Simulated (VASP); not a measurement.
Hf:

```
Hf
1.0
    -1.80500    1.80500    1.80500
     1.80500   -1.80500    1.80500
     1.80500    1.80500   -1.80500
Hf
1
Cartesian
  0.0000 0.0000 0.0000
```

This isn't the form of Hf at room conditions, which is hcp.

```yaml
Program: VASP 6.6.1
Task: relaxation of cell and atoms
Functional: r2SCAN
Dispersion: rVV10
Potentials_or_basis: VASP PAW PBE potentials, release 64 (Hf_pv)
Cutoff: 600 eV
k_mesh: 10 × 10 × 10
Occupations: methfessel-paxton, width 0.1 eV
Spin: no spin polarisation
```

At the start: pressure -6.8 GPa; volume 23.52 Å³/atom.

**Question.** How do energy, volume and symmetry change on relaxing?

**Answer.** Over 4 steps the energy falls by 36.4 meV/atom and the volume is 21.91 Å³/atom (-6.9 %); space group Im-3m (No. 229, to 0.05 Å).

Step by step:
| step | energy change (eV) | largest force (eV/Å) | pressure (GPa) | volume (Å³) |
| --- | --- | --- | --- | --- |
| 1 | 0.0000 | 0.0000 | -6.82 | 23.52 |
| 2 | 0.0105 | 0.0000 | 9.58 | 20.28 |
| 3 | -0.0364 | 0.0000 | -0.19 | 21.94 |
| 4 | -0.0364 | 0.0000 | 0.01 | 21.91 |

Final structure:
```
CELL_PARAMETERS angstrom
-1.76268 1.76268 1.76268
1.76268 -1.76268 1.76268
1.76268 1.76268 -1.76268
ATOMIC_POSITIONS crystal
Hf 0.00000 0.00000 0.00000
```

Caveat: the PAW data sets were made with another functional, which shifts forces and pressure a little.
